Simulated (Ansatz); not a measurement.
A run of Ansatz 0.2.0 is set up as follows.

Contents of input.yaml:

```yaml
crystal:
  lattice:
    - [-1.657269, 1.657269, 1.657269]
    - [1.657269, -1.657269, 1.657269]
    - [1.657269, 1.657269, -1.657269]
  atoms:
    - { symbol: Au, position: [0.0, 0.0, 0.0] }
kpoints:
  mp_grid: { grid: [8, 8, 8] }
scf:
  occupations: { method: methfessel_paxton, width: 0.1 }
hamiltonian:
  xc: rpbe
  pseudopotentials: { kind: all_electron, lapw: { basis_error: 0.001 } }
magnetization:
  noncollinear: true
  spin_orbit: true
output:
  forces: true
  stress: true
  eigenvalues: true
```

Potentials or basis: all-electron LAPW, relativistic spinors.

Run with:

```console
$ ansatz run input.yaml --threads 1 --pin off --max-ram 3072MiB --backend cpu --events-out ev --progress --plain --runs-dir out
```

Task: Estimate the pressure.

Result: 0.9 GPa.

Task: Estimate the band gap on the k mesh.

Result: None (metal or under the smearing width).
